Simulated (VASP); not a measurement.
# TePb (Fm-3m) in VASP: a series of runs

Aim: see how the results for TePb move with the level of theory and the settings. Levels: PBE, PBEsol. Tasks: relaxation of cell and atoms.

Everything below comes from runs of VASP 6.6.1. Logs are shortened: lines on timing, memory, paths and dates and some standing lists are left out, and cuts for length are marked.

**1. The structure**

Symmetry: Fm-3m, No. 225, cubic system. Conventional cell: a = 6.462 Å, b = 6.462 Å, c = 6.462 Å, α = 90.00°, β = 90.00°, γ = 90.00°. Te (site symmetry m-3m) has 6 Pb at 3.23 Å as nearest neighbours. Pb (site symmetry m-3m) is surrounded by 6 Te at 3.23 Å.

**2. Relaxation of cell and atoms, PBE**

INCAR reads:

```
PREC     = Accurate       # precision mode
ENCUT    = 600            # plane-wave cutoff, eV
EDIFF    = 1E-6           # SCF threshold, eV
ISMEAR   = 0              # smearing method
SIGMA    = 0.03           # smearing width, eV
LREAL    = F              # projectors in reciprocal space
LASPH    = T              # aspherical terms in the spheres
NELM     = 80             # most SCF steps
ALGO     = Normal         # electronic algorithm
ISIF     = 3              # what is computed and relaxed
LWAVE    = F              # write WAVECAR
LCHARG   = F              # write CHGCAR
GGA      = PE             # functional
IBRION   = 2              # ionic algorithm
NSW      = 90             # ionic steps
EDIFFG   = -0.01          # ionic threshold
```

KPOINTS reads:

```
regular mesh
0
Gamma
  8 8 8
```

POSCAR reads:

```
TePb
1.0
    0.0000000000      3.2310000000      3.2310000000
    3.2310000000      0.0000000000      3.2310000000
    3.2310000000      3.2310000000      0.0000000000
Te Pb
1 1
Direct
    0.5000000000      0.5000000000      0.5000000000
    0.0000000000      0.0000000000      0.0000000000
```

Potentials or basis: VASP PAW PBE potentials, release 64 (Te, Pb_d).

Command:

```sh
cat potpaw_PBE.64/Te/POTCAR potpaw_PBE.64/Pb_d/POTCAR > POTCAR
mpirun -np 1 vasp_std > vasp.out
```

OUTCAR:

```text
PREC = Accurate
   ENCUT = 600
   EDIFF = 1E-6
   ISMEAR = 0
   LREAL = F
   LASPH = T
   NELM = 80
   ISIF = 3
   GGA = PE
   IBRION = 2
   NSW = 90
   EDIFFG = -0.01

 ion  position               nearest neighbor table
   1  0.500  0.500  0.500-   2 3.23   2 3.23   2 3.23   2 3.23   2 3.23   2 3.23
   2  0.000  0.000  0.000-   1 3.23   1 3.23   1 3.23   1 3.23   1 3.23   1 3.23

  LATTYP: Found a face centered cubic cell.
 ALAT       =     6.4620000000

  Lattice vectors:

 A1 = (   0.0000000000,   3.2310000000,   3.2310000000)
 A2 = (   3.2310000000,   0.0000000000,   3.2310000000)
 A3 = (   3.2310000000,   3.2310000000,   0.0000000000)

Analysis of symmetry for initial positions (statically):
=====================================================================
 Subroutine PRICEL returns:
 Original cell was already a primitive cell.

 Routine SETGRP: Setting up the symmetry group for a
 face centered cubic supercell.

 Subroutine GETGRP returns: Found 48 space group operations
 (whereof 48 operations were pure point group operations)
 out of a pool of 48 trial point group operations.

The static configuration has the point symmetry O_h .

Analysis of symmetry for dynamics (positions and initial velocities):
=====================================================================
 Subroutine PRICEL returns:
 Original cell was already a primitive cell.

 Routine SETGRP: Setting up the symmetry group for a
 face centered cubic supercell.

 Subroutine GETGRP returns: Found 48 space group operations
 (whereof 48 operations were pure point group operations)
 out of a pool of 48 trial point group operations.

The dynamic configuration has the point symmetry O_h .

 Subroutine INISYM returns: Found 48 space group operations
 (whereof 48 operations are pure point group operations),
 and found     1 'primitive' translations

----------------------------------------------------------------------------------------

                                     Primitive cell

  volume of cell :      67.4592

  direct lattice vectors                    reciprocal lattice vectors
     0.000000000  3.231000000  3.231000000    -0.154750851  0.154750851  0.154750851
     3.231000000  0.000000000  3.231000000     0.154750851 -0.154750851  0.154750851
     3.231000000  3.231000000  0.000000000     0.154750851  0.154750851 -0.154750851

  length of vectors
     4.569324020  4.569324020  4.569324020     0.268036337  0.268036337  0.268036337

[... 105 lines left out ...]
   GGA     = PE    functional components
   LHFCALC =     F    Hartree Fock is set to
   AEXX    =    0.0000 exact exchange contribution
   IVDW    =     0    specifies the selected vdW correction
   LEPSILON=     F    determine dielectric tensor
   LRPA    =     F    only Hartree local field effects (RPA)
 conjugate gradient relaxation of ions
 non-spin polarized calculation
 Gauss-broadening in eV      SIGMA  =   0.03
  energy-cutoff  :      600.00
  volume of cell :       67.46
 maximum number of plane-waves:      2272
 NGX is ok and might be reduce to    40
   NGX = 19   NGY = 19   NGZ = 19

--------------------------------------- Ionic step        1  -------------------------------------------

 number of electron      19.9999998 magnetization

 Free energy of the ion-electron system (eV)
  ---------------------------------------------------
  ext. energy  EPLUGINS =         0.00000000
  ---------------------------------------------------
  free energy    TOTEN  =        -7.50127611 eV

  energy without entropy =       -7.50127611  energy(sigma->0) =       -7.50127611

------------------------ aborting loop because EDIFF is reached ----------------------------------------

  FORCE on cell =-STRESS in cart. coord.  units (eV):
  Direction    XX          YY          ZZ          XY          YZ          ZX
  --------------------------------------------------------------------------------------
  -------------------------------------------------------------------------------------
  Total        0.8853242      0.8853242      0.8853242      0.0000000      0.0000000     -0.0000000
  in kB       21.0267450     21.0267450     21.0267450      0.0000000      0.0000000     -0.0000000
  external PRESSURE =      21.0267450 kB  Pullay stress =       0.0000000 kB
[... 59 lines left out ...]
--------------------------------------- Ionic step        3  -------------------------------------------

 number of electron      20.0000002 magnetization

 Free energy of the ion-electron system (eV)
  ---------------------------------------------------
  ext. energy  EPLUGINS =         0.00000000
  ---------------------------------------------------
  free energy    TOTEN  =        -7.52266964 eV

  energy without entropy =       -7.52266964  energy(sigma->0) =       -7.52266964

 E-fermi :   5.1531     XC(G=0):  -9.0814

 val. band max:        5.0016250114   @ k =   0.5000   0.0000   0.0000
 cond. band min:       5.8329340642   @ k =   0.5000   0.0000   0.0000
 fundamental gap:      0.8313090527
 Fermi energy:         5.1530710205

 k-point     1 :       0.0000    0.0000    0.0000
  band No.  band energies     occupation
      1     -11.6423      2.00000
      2     -11.6423      2.00000
      3     -11.6366      2.00000
      4     -11.6366      2.00000
      5     -11.6366      2.00000
      6      -6.6163      2.00000
      7      -0.7076      2.00000
      8       3.8445      2.00000
      9       3.8445      2.00000
     10       3.8445      2.00000
     11       9.0281      0.00000
     12       9.0281      0.00000
     13       9.0281      0.00000
     14      10.9150      0.00000
[... 377 lines left out ...]
      1     -11.6644      2.00000
      2     -11.6482      2.00000
      3     -11.6313      2.00000
      4     -11.6268      2.00000
      5     -11.6204      2.00000
      6      -5.1426      2.00000
      7      -3.1010      2.00000
      8       2.5043      2.00000
      9       2.6889      2.00000
     10       4.6286      2.00000
     11       6.4245      0.00000
     12       8.5320      0.00000
     13       8.9382      0.00000
     14      11.8917      0.00000

 [... further k-points ...]

------------------------ aborting loop because EDIFF is reached ----------------------------------------

  FORCE on cell =-STRESS in cart. coord.  units (eV):
  Direction    XX          YY          ZZ          XY          YZ          ZX
  --------------------------------------------------------------------------------------
  -------------------------------------------------------------------------------------
  Total        0.0010071      0.0010071      0.0010071      0.0000000      0.0000000     -0.0000000
  in kB        0.0227779      0.0227779      0.0227779      0.0000000      0.0000000     -0.0000000
  external PRESSURE =       0.0227779 kB  Pullay stress =       0.0000000 kB
[... 17 lines left out ...]
  FREE ENERGIE OF THE ION-ELECTRON SYSTEM (eV)
  ---------------------------------------------------
  free  energy   TOTEN  =        -7.5226696436 eV

  energy  without entropy=       -7.5226696436  energy(sigma->0) =       -7.52266964

 reached required accuracy - stopping structural energy minimisation
```

OSZICAR:

```text
N       E                     dE             d eps       ncg     rms          rms(c)
DAV:   1     0.155658892258E+03    0.15566E+03   -0.99665E+03   818   0.152E+03
DAV:   2     0.388572045354E+01   -0.15177E+03   -0.14867E+03   860   0.351E+02
DAV:   3    -0.732261345268E+01   -0.11208E+02   -0.10961E+02  1088   0.998E+01
DAV:   4    -0.761372412794E+01   -0.29111E+00   -0.29103E+00   956   0.187E+01
[... 21 lines left out ...]
DAV:   2    -0.752822714848E+01    0.32533E-01   -0.66707E-02   986   0.468E+00    0.385E-01
DAV:   3    -0.752259724505E+01    0.56299E-02   -0.24449E-02  1004   0.259E+00    0.769E-02
DAV:   4    -0.752264142533E+01   -0.44180E-04   -0.39664E-04   818   0.207E-01    0.585E-02
DAV:   5    -0.752266999862E+01   -0.28573E-04   -0.10275E-04   916   0.958E-02    0.149E-02
DAV:   6    -0.752266964362E+01    0.35500E-06   -0.85672E-06  1022   0.506E-02
   3 F= -.75226696E+01 E0= -.75226696E+01  d E =-.213935E-01
```

CONTCAR:

```text
TePb
   1.00000000000000
     0.0000000000000000    3.2840937665351286    3.2840937665351286
     3.2840937665351286    0.0000000000000000    3.2840937665351286
     3.2840937665351286    3.2840937665351286    0.0000000000000000
  Te              Pb
     1     1
Direct
     0.5000000000000000    0.5000000000000000    0.5000000000000000
     0.0000000000000000    0.0000000000000000    0.0000000000000000

  0.00000000E+00  0.00000000E+00  0.00000000E+00
  0.00000000E+00  0.00000000E+00  0.00000000E+00
```

Wall time 1.7 min (1 thread of Intel Xeon Platinum 8259CL at 2.50GHz (Skylake/Cascade Lake), shared host); peak memory 0.26 GiB.

What came out:

```yaml
Free_energy: -7.5227 eV
Relaxed_volume: 35.42 Å³/atom
Relaxed_cell: a = 4.644 Å, b = 4.644 Å, c = 4.644 Å, α = 60.00°, β = 60.00°, γ = 60.00°
Space_group_after_relaxing_to_0.05_Å: Fm-3m (No. 225)
Energy_gained_by_relaxing: 10.7 meV/atom
Ionic_steps: 3
Pressure_after_relaxing: 0.0 GPa
Band_gap_on_the_k_mesh: 0.83 eV, direct
```

The path:
| step | energy change (eV) | largest force (eV/Å) | pressure (GPa) | volume (Å³) |
| --- | --- | --- | --- | --- |
| 1 | 0.0000 | 0.0000 | 2.10 | 67.46 |
| 2 | -0.0196 | 0.0000 | -0.55 | 71.87 |
| 3 | -0.0214 | 0.0000 | 0.00 | 70.84 |

Final structure:
```yaml
crystal:
  lattice:
    - [0.00000, 3.28409, 3.28409]
    - [3.28409, 0.00000, 3.28409]
    - [3.28409, 3.28409, 0.00000]
  atoms:
    - { symbol: Te, position: [0.50000, 0.50000, 0.50000] }
    - { symbol: Pb, position: [0.00000, 0.00000, 0.00000] }
```

Caveat: spin-orbit coupling is left out, which as a rule narrows the gap of such compounds by several tenths of an eV.

**3. Relaxation of cell and atoms, PBE**

This run uses another cell than the first one, of 35.42 Å³/atom, 1.050 times its volume.

INCAR: that of step 2 with these lines changed.

```diff
@@ -2,3 +2,3 @@
 ENCUT    = 600            # plane-wave cutoff, eV
-EDIFF    = 1E-6           # SCF threshold, eV
+EDIFF    = 1E-7           # SCF threshold, eV
 ISMEAR   = 0              # smearing method
@@ -15,2 +15,2 @@
 NSW      = 90             # ionic steps
-EDIFFG   = -0.01          # ionic threshold
+EDIFFG   = -0.005         # ionic threshold
```

KPOINTS is that of step 2.

POSCAR reads:

```
TePb                                    
1.0
    0.0000000000      3.2840937665      3.2840937665
    3.2840937665      0.0000000000      3.2840937665
    3.2840937665      3.2840937665      0.0000000000
  Te              Pb            
     1     1
Direct
     0.5000000000000000    0.5000000000000000    0.5000000000000000
     0.0000000000000000    0.0000000000000000    0.0000000000000000
```

Potentials or basis: VASP PAW PBE potentials, release 64 (Te, Pb_d).

Command:

```sh
cat potpaw_PBE.64/Te/POTCAR potpaw_PBE.64/Pb_d/POTCAR > POTCAR
mpirun -np 1 vasp_std > vasp.out
```

It took 46 s on 1 thread of Intel Xeon Platinum 8259CL at 2.50GHz (Skylake/Cascade Lake), shared host; peak memory 0.25 GiB.

Results (log left out):

* Free energy: -7.5230 eV
* Pressure after relaxing: 0.0 GPa
* Band gap on the k mesh: 0.83 eV, direct

Final structure:
```cif
data_structure
_symmetry_space_group_name_H-M 'P 1'
_symmetry_Int_Tables_number 1
_cell_length_a 4.6444
_cell_length_b 4.6444
_cell_length_c 4.6444
_cell_angle_alpha 60.000
_cell_angle_beta 60.000
_cell_angle_gamma 60.000
_cell_volume 70.84
loop_
_atom_site_label
_atom_site_type_symbol
_atom_site_fract_x
_atom_site_fract_y
_atom_site_fract_z
_atom_site_occupancy
Te1 Te 0.50000 0.50000 0.50000 1
Pb1 Pb 0.00000 0.00000 0.00000 1
```

Levels at points of the mesh, in eV from the valence-band top:
| k point | band 7 | band 8 | band 9 | band 10 | band 11 | band 12 | band 13 | band 14 |
| --- | --- | --- | --- | --- | --- | --- | --- | --- |
| (0.00, 0.00, 0.00) | -5.71 | -1.16 | -1.16 | -1.16 | 4.03 | 4.03 | 4.03 | 5.91 |
| (0.50, 0.00, 0.00) | -8.33 | -0.73 | -0.73 | 0.00 | 0.83 | 1.39 | 1.39 | 8.34 |
| (0.50, 0.50, 0.00) | -7.22 | -4.11 | -2.52 | -2.52 | 3.51 | 5.31 | 5.31 | 6.44 |

Caveat: the relaxation stopped at its first step, so nothing moved; spin-orbit coupling is left out, which as a rule narrows the gap of such compounds by several tenths of an eV. A k mesh can miss the band edges.

**4. Relaxation of cell and atoms, PBEsol, target pressure 5.02 GPa, at which the enthalpy is minimised**

INCAR reads:

```
PREC = Accurate
ENCUT = 600
EDIFF = 1E-6
ISMEAR = 0
SIGMA = 0.03
LREAL = False
LASPH = True
NELM = 80
ALGO = Normal
ISIF = 3
LWAVE = False
LCHARG = False
GGA = PS
IBRION = 2
NSW = 90
EDIFFG = -0.01
PSTRESS = 50.2
```

KPOINTS reads:

```
Automatic mesh
0
Gamma
  8 8 8
```

POSCAR reads:

```
TePb
1.0
    0.0000000000      3.2310000000      3.2310000000
    3.2310000000      0.0000000000      3.2310000000
    3.2310000000      3.2310000000      0.0000000000
Te Pb
1 1
Direct
    0.5000000000      0.5000000000      0.5000000000
    0.0000000000      0.0000000000      0.0000000000
```

Potentials or basis: VASP PAW PBE potentials, release 64 (Te, Pb_d).

Command:

```sh
cat potpaw_PBE.64/Te/POTCAR potpaw_PBE.64/Pb_d/POTCAR > POTCAR
mpirun -np 1 vasp_std > vasp.out
```

OUTCAR:

```text
PREC = Accurate
   ENCUT = 600
   EDIFF = 1E-6
   ISMEAR = 0
   LREAL = False
   LASPH = True
   NELM = 80
   ISIF = 3
   GGA = PS
   IBRION = 2
   NSW = 90
   EDIFFG = -0.01
   PSTRESS = 50.2

 ion  position               nearest neighbor table
   1  0.500  0.500  0.500-   2 3.23   2 3.23   2 3.23   2 3.23   2 3.23   2 3.23
   2  0.000  0.000  0.000-   1 3.23   1 3.23   1 3.23   1 3.23   1 3.23   1 3.23

  LATTYP: Found a face centered cubic cell.
 ALAT       =     6.4620000000

  Lattice vectors:

 A1 = (   0.0000000000,   3.2310000000,   3.2310000000)
 A2 = (   3.2310000000,   0.0000000000,   3.2310000000)
 A3 = (   3.2310000000,   3.2310000000,   0.0000000000)

Analysis of symmetry for initial positions (statically):
=====================================================================
 Subroutine PRICEL returns:
 Original cell was already a primitive cell.

 Routine SETGRP: Setting up the symmetry group for a
 face centered cubic supercell.
[... 227 lines left out ...]
      9       5.8164      2.00000
     10       5.8164      2.00000
     11      12.0547      0.00000
     12      12.0547      0.00000
     13      12.0547      0.00000
     14      13.1886      0.00000
[... 504 lines left out ...]
--------------------------------------- Ionic step        5  -------------------------------------------

 number of electron      19.9999999 magnetization

 Free energy of the ion-electron system (eV)
  ---------------------------------------------------
  ext. energy  EPLUGINS =         0.00000000
  ---------------------------------------------------
  free energy    TOTEN  =        -8.17744832 eV

  energy without entropy =       -8.17744832  energy(sigma->0) =       -8.17744832

 E-fermi :   7.0055     XC(G=0):  -9.9166

 val. band max:        6.8355899734   @ k =   0.5000   0.0000   0.0000
 cond. band min:       7.2639047828   @ k =   0.5000   0.0000   0.0000
 fundamental gap:      0.4283148094
 Fermi energy:         7.0054595404

 k-point     1 :       0.0000    0.0000    0.0000
  band No.  band energies     occupation
      1     -10.0351      2.00000
      2     -10.0351      2.00000
      3     -10.0153      2.00000
      4     -10.0153      2.00000
      5     -10.0153      2.00000
      6      -6.1114      2.00000
      7       1.4503      2.00000
      8       5.0692      2.00000
      9       5.0692      2.00000
     10       5.0692      2.00000
     11      10.9491      0.00000
     12      10.9491      0.00000
     13      10.9491      0.00000
     14      12.3183      0.00000
[... 424 lines left out ...]
  energy  without entropy=       -8.1774483209  energy(sigma->0) =       -8.17744832

  enthalpy is  TOTEN    =        -6.2617031330 eV   P V=        1.9157451878

 reached required accuracy - stopping structural energy minimisation
```

CONTCAR:

```text
TePb
   1.00000000000000
     0.0000000000000000    3.1268343261959850    3.1268343261959850
     3.1268343261959850    0.0000000000000000    3.1268343261959850
     3.1268343261959850    3.1268343261959850    0.0000000000000000
  Te              Pb
     1     1
Direct
     0.5000000000000000    0.5000000000000000    0.5000000000000000
     0.0000000000000000    0.0000000000000000    0.0000000000000000

  0.00000000E+00  0.00000000E+00  0.00000000E+00
  0.00000000E+00  0.00000000E+00  0.00000000E+00
```

Run time: 2 min. Hardware: 1 thread of Intel Xeon Platinum 8259CL at 2.50GHz (Skylake/Cascade Lake), shared host; peak memory 0.26 GiB.

What came out:

| Property | Result |
| --- | --- |
| Free energy | -8.1774 eV |
| Relaxed volume | 30.57 Å³/atom |
| Relaxed cell | a = 4.422 Å, b = 4.422 Å, c = 4.422 Å, α = 60.00°, β = 60.00°, γ = 60.00° |
| Space group after relaxing (to 0.05 Å) | Fm-3m (No. 225) |
| Energy change on relaxing (the enthalpy is what falls) | +40.5 meV/atom |
| Ionic steps | 5 |
| Pressure after relaxing | 5.0 GPa |
| Band gap on the k mesh | 0.43 eV, direct |

Step by step:
| step | energy change (eV) | largest force (eV/Å) | pressure (GPa) | volume (Å³) |
| --- | --- | --- | --- | --- |
| 1 | 0.0000 | 0.0000 | -0.39 | 67.46 |
| 2 | 0.2787 | 0.0000 | 10.43 | 56.94 |
| 3 | 0.0814 | 0.0000 | 4.96 | 61.13 |
| 4 | 0.0852 | 0.0000 | 5.11 | 61.01 |
| 5 | 0.0811 | 0.0000 | 5.02 | 61.14 |

Final structure:
```
Te Pb
1.0
     0.00000    3.12683    3.12683
     3.12683    0.00000    3.12683
     3.12683    3.12683    0.00000
Te Pb
1 1
Cartesian
  3.1268 3.1268 3.1268
  0.0000 0.0000 0.0000
```

Caveat: the cell is relaxed towards a set pressure, so the enthalpy falls and the energy may rise; the PAW data sets were made with another functional, which shifts forces and pressure a little; spin-orbit coupling is left out, which as a rule narrows the gap of such compounds by several tenths of an eV. A k mesh can miss the band edges.
